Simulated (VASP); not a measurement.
# Al in VASP: single point with PBE

Aim: the single point of Al with PBE.

Everything below comes from runs of VASP 6.6.1. Logs are shortened: lines on timing, memory, paths and dates and some standing lists are left out, and cuts for length are marked.

## (1) The slab as given

The cell holds a slab with vacuum, 4 atoms: a = 2.920 Å, b = 2.920 Å, c = 28.583 Å, α = 90.00°, β = 90.00°, γ = 120.00°.

The cell was built by a generator and needn't be a form met in nature.

## (2) Single point, PBE

File INCAR:

```
SYSTEM = Al
PREC = Accurate
ENCUT = 520
EDIFF = 1E-6
ISMEAR = 1
SIGMA = 0.1
LREAL = .False.
LASPH = .True.
NELM = 100
ALGO = Fast
ISIF = 2
LWAVE = .False.
LCHARG = .False.
LDIPOL = .True.
IDIPOL = 3
DIPOL = 0.5 0.5 0.656
GGA = PE
NBANDS = 14
```

File KPOINTS:

```
Automatic mesh
0
Gamma
  21 21 1
  0 0 0
```

File POSCAR:

```
Al
1.0
    1.4602435473      2.5292160153      0.0000000000
   -2.9204870946      0.0000000000      0.0000000000
    0.0000000000      0.0000000000     28.5828597884
Al
4
Direct
    0.3333333333      0.6666666667      0.5359819038
    0.0000000000      1.0000000000      0.6161404051
    0.6666666667      0.3333333333      0.6949455205
    0.3333333333      0.6666666667      0.7758730563
```

Potentials or basis: VASP PAW PBE potentials, release 64 (Al).

Launch:

```
$ cat potpaw_PBE.64/Al/POTCAR > POTCAR
$ mpirun -np 1 vasp_std > vasp.out
```

OUTCAR:

```text
SYSTEM = Al
   PREC = Accurate
   ENCUT = 520
   EDIFF = 1E-6
   ISMEAR = 1
   LREAL = .False.
   LASPH = .True.
   NELM = 100
   ISIF = 2
   GGA = PE

 ion  position               nearest neighbor table
   1  0.333  0.667  0.536-   2 2.84   2 2.84   2 2.84
   2  0.000  0.000  0.616-   3 2.81   3 2.81   3 2.81   1 2.84   1 2.84   1 2.84
   3  0.667  0.333  0.695-   2 2.81   2 2.81   2 2.81   4 2.86   4 2.86   4 2.86
   4  0.333  0.667  0.776-   3 2.86   3 2.86   3 2.86

  LATTYP: Found a hexagonal cell.
 ALAT       =     2.9204870946
 C/A-ratio  =     9.7870180086

  Lattice vectors:

 A1 = (   1.4602435473,   2.5292160153,   0.0000000000)
 A2 = (  -2.9204870946,   0.0000000000,   0.0000000000)
 A3 = (   0.0000000000,   0.0000000000,  28.5828597884)

Analysis of symmetry for initial positions (statically):
=====================================================================
 Subroutine PRICEL returns:
 Original cell was already a primitive cell.

 Routine SETGRP: Setting up the symmetry group for a
 hexagonal supercell.

 Subroutine GETGRP returns: Found  6 space group operations
 (whereof  6 operations were pure point group operations)
 out of a pool of 24 trial point group operations.

The static configuration has the point symmetry C_3v.

Analysis of symmetry for dynamics (positions and initial velocities):
=====================================================================
 Subroutine PRICEL returns:
 Original cell was already a primitive cell.

 Routine SETGRP: Setting up the symmetry group for a
 hexagonal supercell.

 Subroutine GETGRP returns: Found  6 space group operations
 (whereof  6 operations were pure point group operations)
 out of a pool of 24 trial point group operations.

The dynamic configuration has the point symmetry C_3v.

 Subroutine INISYM returns: Found  6 space group operations
 (whereof  6 operations are pure point group operations),
 and found     1 'primitive' translations

----------------------------------------------------------------------------------------

                                     Primitive cell

  volume of cell :     211.1285

  direct lattice vectors                    reciprocal lattice vectors
     1.460243547  2.529216015  0.000000000     0.000000000  0.395379435  0.000000000
    -2.920487095  0.000000000  0.000000000    -0.342408635  0.197689718  0.000000000
     0.000000000  0.000000000 28.582859788     0.000000000  0.000000000  0.034986002

  length of vectors
     2.920487095  2.920487095 28.582859788     0.395379435  0.395379435  0.034986002

  position of ions in fractional coordinates (direct lattice)
     0.333333333  0.666666667  0.535981904
     0.000000000  0.000000000  0.616140405
     0.666666667  0.333333333  0.694945520
     0.333333333  0.666666667  0.775873056

  ion indices of the primitive-cell ions
   primitive index   ion index
                 1           1
                 2           2
                 3           3
                 4           4

----------------------------------------------------------------------------------------

 KPOINTS: Automatic mesh

Automatic generation of k-mesh.
 Grid dimensions read from file:
 generate k-points for:   21   21    1

 Generating k-lattice:

  Cartesian coordinates                     Fractional coordinates (reciprocal lattice)
     0.000000000  0.018827592  0.000000000     0.047619048  0.000000000  0.000000000
    -0.016305173  0.009413796  0.000000000     0.000000000  0.047619048  0.000000000
     0.000000000  0.000000000  0.034986002     0.000000000  0.000000000  1.000000000

  Length of vectors
     0.018827592  0.018827592  0.034986002

  Shift w.r.t. Gamma in fractional coordinates (k-lattice)
     0.000000000  0.000000000  0.000000000

 Subroutine IBZKPT returns following result:
 ===========================================

 Found     48 irreducible k-points:

 Following reciprocal coordinates:
            Coordinates               Weight
  0.000000  0.000000  0.000000      1.000000
  0.047619  0.000000  0.000000      6.000000
  0.095238  0.000000  0.000000      6.000000
  0.142857  0.000000  0.000000      6.000000
  0.190476  0.000000  0.000000      6.000000
  0.238095  0.000000  0.000000      6.000000
[... 16 lines left out ...]
  0.142857  0.095238  0.000000     12.000000
  0.190476  0.095238  0.000000     12.000000
 [... further k-points ...]
   k-points           NKPTS =     48   k-points in BZ     NKDIM =     48   number of bands    NBANDS=     14
   number of dos      NEDOS =    301   number of ions     NIONS =      4
   total plane-waves  NPLWV = 124416
   dimension x,y,z NGX =    24 NGY =   24 NGZ =  216
   dimension x,y,z NGXF=    48 NGYF=   48 NGZF=  432
   ions per type =               4
   NGX,Y,Z   is equivalent  to a cutoff of  13.66, 13.66, 12.56 a.u.
   NGXF,Y,Z  is equivalent  to a cutoff of  27.32, 27.32, 25.13 a.u.
 SYSTEM =  Al
   PREC   = accura    normal or accurate (medium, high low for compatibility)
   ISTART =      0    job   : 0-new  1-cont  2-samecut
   ICHARG =      2    charge: 1-file 2-atom 10-const
   ISPIN  =      1    spin polarized calculation?
   LNONCOLLINEAR =      F non collinear calculations
   LSORBIT =      F    spin-orbit coupling
   LASPH  =      T    aspherical Exc in radial PAW
   ENCUT  =  520.0 eV  38.22 Ry    6.18 a.u.   5.43  5.43 53.15*2*pi/ulx,y,z
   NELM   =    100;   NELMIN=  2; NELMDL= -5     # of ELM steps
   EDIFF  = 0.1E-05   stopping-criterion for ELM
   LREAL  =      F    real-space projection
   EDIFFG = 0.1E-04   stopping-criterion for IOM
   NSW    =      0    number of steps for IOM
   IBRION =     -1    ionic relax: 0-MD 1-quasi-New 2-CG
   NFREE  =      0    steps in history (QN), initial steepest desc. (CG)
   ISIF   =      2    stress and relaxation
   ISYM   =      2    0-nonsym 1-usesym 2-fastsym
   POTIM  = 0.5000    time-step for ionic-motion
   TEBEG  =    0.0;   TEEND  =   0.0 temperature during run
   PSTRESS=    0.0 pullay stress
   NELECT =      12.0000    total number of electrons
   NUPDOWN=      -1.0000    fix difference up-down
   EMIN   =  10.00;   EMAX   =-10.00  energy-range for DOS
   EFERMI =   0.00;   METHOD = LEGACY
   ISMEAR =     1;   SIGMA  =   0.10  broadening in eV -4-tet -1-fermi 0-gaus
   EFERMI_NEDOS =   21; number of points for ismear=-14 and -15
   IALGO  =     68    algorithm
   IMIX   =      4    mixing-type and parameters
     AMIX     =   0.40;   BMIX     =  1.00
     AMIX_MAG =   1.60;   BMIX_MAG =  1.00
  volume/ion in A,a.u.               =      52.78       356.19
  Fermi-wavevector in a.u.,A,eV,Ry     =   0.629438  1.189465  5.390522  0.396192
  Thomas-Fermi vector in A             =   1.691727
   LORBIT       =      0    0 simple, 1 ext, 2 COOP (PROOUT), +10 PAW based schemes
   GGA     = PE    functional components
   LHFCALC =     F    Hartree Fock is set to
   AEXX    =    0.0000 exact exchange contribution
   IVDW    =     0    specifies the selected vdW correction
   LEPSILON=     F    determine dielectric tensor
   LRPA    =     F    only Hartree local field effects (RPA)
 non-spin polarized calculation
 RMM-DIIS sequential band-by-band and
 Methfessel and Paxton  Order N= 1 SIGMA  =   0.10
  energy-cutoff  :      520.00
  volume of cell :      211.13
 maximum number of plane-waves:      5791
 NGX is ok and might be reduce to    24
   NGX = 11   NGY = 11   NGZ =107

 dipolmoment           0.000000      0.000000      0.001257 electrons x Angstroem

 number of electron      12.0000000 magnetization

 dipolmoment           0.000000      0.000000     -0.000379 electrons x Angstroem

 Free energy of the ion-electron system (eV)
  ---------------------------------------------------
  ext. energy  EPLUGINS =         0.00000000
  ---------------------------------------------------
  free energy    TOTEN  =       -14.16616958 eV

  energy without entropy =      -14.16312495  energy(sigma->0) =      -14.16515470

 E-fermi :  -0.1390     XC(G=0):  -3.8997

 val. band max:       -0.1407936461   @ k =   0.0476   0.0476   0.0000
 cond. band min:      -0.1341691933   @ k =   0.2857   0.2857   0.0000
 fundamental gap:      0.0066244528
 Fermi energy:        -0.1389529796

 k-point     1 :       0.0000    0.0000    0.0000
  band No.  band energies     occupation
      1     -10.8145      2.00000
      2      -9.6724      2.00000
      3      -8.0239      2.00000
      4      -5.6727      2.00000
      5      -3.2798      2.00000
      6      -0.2874      2.05670
      7       2.1840      0.00000
      8       3.4309      0.00000
      9       3.7651      0.00000
     10       4.4246      0.00000
     11       4.5898      0.00000
     12       5.9631      0.00000
     13       6.0407      0.00000
     14       7.9490      0.00000

 k-point     2 :       0.0476    0.0000    0.0000
  band No.  band energies     occupation
      1     -10.7622      2.00000
      2      -9.6203      2.00000
      3      -7.9723      2.00000
      4      -5.6211      2.00000
      5      -3.2307      2.00000
      6      -0.2384      2.04913
      7       2.2331      0.00000
      8       3.4825      0.00000
      9       3.8178      0.00000
     10       4.4755      0.00000
     11       4.6415      0.00000
     12       6.0131      0.00000
     13       6.0884      0.00000
     14       8.8121      0.00000

 k-point     3 :       0.0952    0.0000    0.0000
  band No.  band energies     occupation
      1     -10.6052      2.00000
      2      -9.4642      2.00000
      3      -7.8174      2.00000
      4      -5.4664      2.00000
      5      -3.0835      2.00000
      6      -0.0922      0.29593
      7       2.3789      0.00000
      8       3.6367      0.00000
      9       3.9755      0.00000
     10       4.6268      0.00000
     11       4.7950      0.00000
     12       6.1538      0.00000
     13       6.2204      0.00000
     14       7.1527      0.00000

 k-point     4 :       0.1429    0.0000    0.0000
  band No.  band energies     occupation
      1     -10.3440      2.00000
      2      -9.2044      2.00000
      3      -7.5597      2.00000
      4      -5.2093      2.00000
      5      -2.8385      2.00000
      6       0.1491     -0.00036
      7       2.6138      0.00000
      8       3.8867      0.00000
      9       4.2349      0.00000
     10       4.8488      0.00000
     11       5.0289      0.00000
     12       5.4971      0.00000
     13       6.2928      0.00000
     14       7.6526      0.00000

 k-point     5 :       0.1905    0.0000    0.0000
  band No.  band energies     occupation
      1      -9.9791      2.00000
      2      -8.8416      2.00000
      3      -7.1998      2.00000
      4      -4.8508      2.00000
      5      -2.4963      2.00000
      6       0.4775     -0.00000
      7       2.8709      0.00000
      8       3.7847      0.00000
      9       4.3143      0.00000
     10       4.6217      0.00000
     11       4.7623      0.00000
[... 276 lines left out ...]
 k-point    22 :       0.0952    0.0952    0.0000
  band No.  band energies     occupation
      1     -10.1875      2.00000
      2      -9.0488      2.00000
      3      -7.4053      2.00000
      4      -5.0555      2.00000
      5      -2.6917      2.00000
      6       0.2924     -0.00000
      7       2.7505      0.00000
      8       4.0336      0.00000
      9       4.3887      0.00000
     10       4.9800      0.00000
     11       5.1461      0.00000
     12       5.6173      0.00000
     13       6.4075      0.00000
     14       6.4775      0.00000

 k-point    23 :       0.1429    0.0952    0.0000
  band No.  band energies     occupation
      1      -9.8230      2.00000
      2      -8.6863      2.00000
      3      -7.0459      2.00000
      4      -4.6976      2.00000
      5      -2.3499      2.00000
      6       0.6175     -0.00000
      7       2.9947      0.00000
      8       3.9164      0.00000
      9       4.4217      0.00000
     10       4.7512      0.00000
     11       4.8665      0.00000
     12       4.9597      0.00000
     13       5.7986      0.00000
     14       6.4633      0.00000

 k-point    24 :       0.1905    0.0952    0.0000
  band No.  band energies     occupation
      1      -9.3557      2.00000
      2      -8.2217      2.00000
      3      -6.5853      2.00000
      4      -4.2403      2.00000
      5      -1.9131      2.00000
      6       0.9825     -0.00000
      7       2.2608      0.00000
      8       3.3415      0.00000
      9       3.5668      0.00000
     10       4.3414      0.00000
     11       4.7951      0.00000
     12       4.9543      0.00000
     13       5.3909      0.00000
     14       6.8920      0.00000

 [... further k-points ...]

------------------------ aborting loop because EDIFF is reached ----------------------------------------

 vacuum level on the upper side and lower side of the slab       (xc-potential included)        -0.195        -0.182

  FORCE on cell =-STRESS in cart. coord.  units (eV):
  Direction    XX          YY          ZZ          XY          YZ          ZX
  --------------------------------------------------------------------------------------
  -------------------------------------------------------------------------------------
  Total       -1.9833287     -1.9833287     -0.0578931      0.0000000     -0.0000000      0.0000000
  in kB      -15.0507587    -15.0507587     -0.4393298      0.0000000     -0.0000000      0.0000000
  external PRESSURE =     -10.1802824 kB  Pullay stress =       0.0000000 kB

 VOLUME and BASIS-vectors are now :
 -----------------------------------------------------------------------------
  energy-cutoff  :      520.00
  volume of cell :      211.13
      direct lattice vectors                 reciprocal lattice vectors
     1.460243547  2.529216015  0.000000000     0.000000000  0.395379435  0.000000000
    -2.920487095  0.000000000  0.000000000    -0.342408635  0.197689718  0.000000000
     0.000000000  0.000000000 28.582859788     0.000000000  0.000000000  0.034986002

 POSITION                                       TOTAL-FORCE (eV/Angst)
 -----------------------------------------------------------------------------------
     -1.46024      0.84307     15.31990        -0.000000      0.000000     -0.005976
      0.00000      0.00000     17.61105         0.000000     -0.000000     -0.021673
      0.00000      1.68614     19.86353        -0.000000      0.000000      0.084020
     -1.46024      0.84307     22.17667         0.000000      0.000000     -0.056371
 -----------------------------------------------------------------------------------
    total drift:                               -0.000000     -0.000000     -0.000029

  FREE ENERGIE OF THE ION-ELECTRON SYSTEM (eV)
  ---------------------------------------------------
  free  energy   TOTEN  =       -14.1661695831 eV

  energy  without entropy=      -14.1631249460  energy(sigma->0) =      -14.16515470

 vacuum level on the upper side and lower side of the slab         3.626         3.638
```

It took 3.5 min on 1 thread of Intel Xeon Platinum 8259CL at 2.50GHz (Skylake/Cascade Lake), shared host; peak memory 0.38 GiB.

Results:

```
Free energy            : -14.1662 eV
Largest force          : 0.084 eV/Å
Band gap on the k mesh : none (metal or under the smearing width)
```

Forces in eV/Å, atoms in the order of the input:
```
Al   0.000  0.000 -0.006
Al   0.000  0.000 -0.022
Al   0.000  0.000  0.084
Al   0.000  0.000 -0.056
```
